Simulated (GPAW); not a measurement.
Crystal: Au.

```
CELL_PARAMETERS angstrom
0.00000 2.03500 2.03500
2.03500 0.00000 2.03500
2.03500 2.03500 0.00000
ATOMIC_POSITIONS crystal
Au 0.00000 0.00000 0.00000
```

Program: GPAW 26.7.0. Alike in all runs: cell as given. Hardware: 1 thread of Arm Neoverse V2, with other jobs on the host.

**Question.** Order these runs on this cell by their wall time, lowest first.
A. task single point; level PBEsol; potentials or basis PAW data sets generated in the run's folder for this functional, pw; spin off; k mesh 9 × 9 × 9; cutoff (eV) 500; smearing fermi-dirac 0.01 eV
B. task electron localisation function; level vdW-DF; potentials or basis GPAW PAW data sets (gpaw-data 1.2.1), pw; spin collinear, ferromagnetic start; k mesh 11 × 11 × 11; cutoff (eV) 600; smearing fermi-dirac 0.05 eV
C. task band structure; level PBEsol+D3(BJ)+ATM; potentials or basis PAW data sets generated in the run's folder for this functional, lcao:dzp; spin off; k mesh 11 × 11 × 11; smearing fermi-dirac 0.05 eV; band path GXWKGLUWLK,UX; band points 100; grid spacing 0.16 Å

**Answer.** A (6.6 s), B (19 s), C (56 s).
